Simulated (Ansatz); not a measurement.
## Hf in Ansatz: the effect of functional

Hf:

```
Hf
1.0
     3.25940    0.00000    0.00000
    -1.62970    2.82272    0.00000
     0.00000    0.00000    5.15700
Hf
2
Cartesian
  1.6297 0.9409 3.8677
  0.0000 1.8818 1.2892
```

The cell isn't the ideal one: volume scaled by 1.06.

Alike in all runs:

| Item | Value |
| --- | --- |
| Program | Ansatz 0.2.0 |
| Task | single point |
| Potentials or basis | Ansatz PAW |
| k mesh | 10 × 10 × 5 |
| Occupations | fermi-dirac, width 0.05 eV |
| Spin | no spin polarisation |

| functional | cutoff | pressure (GPa) |
| --- | --- | --- |
| LDA | 420 eV (not typed: the program's choice for these potentials) | -12.6 |
| r2SCAN | 500 eV (not typed: the program's choice for these potentials) | ? |
| PBE | 420 eV (not typed: the program's choice for these potentials) | -5.1 |

Question: What does the run with functional r2SCAN give?

Answer: Pressure -5.9 GPa.

Caveats: the PAW data sets come from PBE, with cores solved anew for the run's functional, which leaves a small shift of forces and pressure (some runs).
